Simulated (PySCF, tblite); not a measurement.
# C₅H₆F₃N, a complex of two parts: infrared bands, NMR shifts, interaction energy and electronic excitations

What infrared bands, NMR shifts, interaction energy and electronic excitations should one expect for `c1cc[nH]c1` with `FC(F)F`?

Computed with tblite 0.8.0 and PySCF 2.14.0; each step states its level. No surroundings beyond the atoms listed, unless a continuum is named. Atoms count from 0, parts from 1.

### 1 Starting point

15 atoms, charge 0, multiplicity 1; geometry: rigid parts in contact. Parts: 1 = atoms 0–9, `c1cc[nH]c1`, charge 0; 2 = atoms 10–14, `FC(F)F`, charge 0.

### 2 Search for minima with GFN2-xTB

Job settings and geometry (Å):

```
{"job": {"kind": "dock", "xc": "GFN2-xTB", "basis": "xTB"}, "charge": 0, "multiplicity": 1, "parts": [{"atoms": "0-9", "charge": 0, "multiplicity": 1}, {"atoms": "10-14", "charge": 0, "multiplicity": 1}]}
C      0.501441     1.071132    -0.082686
C     -0.879631     0.790514    -0.085331
C     -1.016355    -0.565019     0.029040
N      0.225557    -1.111027     0.100189
C      1.156067    -0.123523     0.032924
H      0.954111     2.040112    -0.156863
H     -1.674196     1.505952    -0.162816
H     -1.897694    -1.174643     0.065365
H      0.425106    -2.093025     0.189659
H      2.205594    -0.340473     0.070518
F     -2.036380     1.287445     3.316505
C     -0.771549     0.912663     3.165177
F      0.003940     1.793378     3.786365
F     -0.612261    -0.270212     3.746790
H     -0.510670     0.855287     2.094015
```

Method: GFN2-xTB search for minima from random contacts, gas phase.

Launch:

```
> OMP_NUM_THREADS=1 python cluster_run.py task.json out
```

This one command runs all jobs of the session in turn.

**Question.** The jobs that follow are: GFN2-xTB harmonic vibrations, gas phase; GIAO PBE0/pcSseg-1 NMR shielding, non-relativistic, gas phase; PBE0-D3(BJ)/def2-SVPD interaction energy, counterpoise and uncorrected, gas phase; GIAO B3LYP/pcSseg-0 NMR shielding, non-relativistic, IEF-PCM cyclohexane; TDA wB97X-D/jun-cc-pV(D+d)Z, vertical, gas phase, core orbitals frozen in the response; PBE0-D3(BJ)/def2-SVPD interaction energy, counterpoise and uncorrected, gas phase. Predict: binding energy (GFN2-xTB); strongest single infrared mode (GFN2-xTB); 13C shifts against TMS (PBE0/pcSseg-1); 1H shifts against TMS (PBE0/pcSseg-1); 15N shifts against NH3 (PBE0/pcSseg-1); 19F shifts against CFCl3 (PBE0/pcSseg-1); largest proton shift on binding; interaction energy, counterpoise (PBE0-D3(BJ)/def2-SVPD); superposition error; binding energy (with deformation); ΔG of binding, 298 K, 1 atm (xTB thermal terms); lowest singlet (wB97X-D/jun-cc-pV(D+d)Z); lowest triplet. Thermal terms come from harmonic xTB runs on each species.

The runs gave:

| quantity | value |
| --- | --- |
| binding energy (GFN2-xTB) | -4.09 kcal/mol |
| strongest single infrared mode (GFN2-xTB) | 1081 cm⁻¹ |
| 13C shifts against TMS (PBE0/pcSseg-1) | 124.8, 121.6, 121.5, 113.5, 113.5 ppm |
| 1H shifts against TMS (PBE0/pcSseg-1) | 8.00, 6.90, 6.90, 6.47, 6.47, 5.12 ppm |
| 15N shifts against NH3 (PBE0/pcSseg-1) | 175.9 ppm |
| 19F shifts against CFCl3 (PBE0/pcSseg-1) | -96.5, -96.7, -97.1 ppm |
| largest proton shift on binding | H14, -1.52 ppm |
| interaction energy, counterpoise (PBE0-D3(BJ)/def2-SVPD) | -4.23 kcal/mol |
| superposition error | 1.54 kcal/mol |
| binding energy (with deformation) | -4.23 kcal/mol |
| ΔG of binding, 298 K, 1 atm (xTB thermal terms) | +6.2 kcal/mol |
| lowest singlet (wB97X-D/jun-cc-pV(D+d)Z) | 5.92 eV (210 nm), f = 0.005 |
| lowest triplet | 4.58 eV |
| range of the shielding of C11 | 52.3 to 62.1 ppm |
| range of the interaction energy over the runs of this table | -4.23 to -3.20 kcal/mol |

At its xTB geometry the search ends with the contact C0···H14 (inside the van der Waals sum, 2.55 Å); 4 starts can't prove it the lowest minimum. No mode is clearly imaginary at GFN2-xTB; the softest is at -8 cm⁻¹, numerical noise about zero. At PBE0/pcSseg-1: The largest span, 191 ppm, is at N3, where the paramagnetic term is -235 ppm. NICS(1)zz of -34 ppm above the planar ring from C0 marks a diatropic (aromatic) ring current. On binding (GIAO PBE0/pcSseg-1 NMR shielding, non-relativistic, gas phase), H14 moves most among the protons, 1.52 ppm upfield. With harmonic xTB thermal terms the free energy of binding in the gas phase is about +6.2 kcal/mol; soft modes make that rough. The geometry is that of tight binding, not a minimum at this level, so the binding values are rough. A part with a negative deformation was relaxed at another level. The interaction energy runs from -4.23 (PBE0-D3(BJ)/def2-SVPD) to -3.20 kcal/mol (minimum 2 of the search, PBE0-D3(BJ)/def2-SVPD).
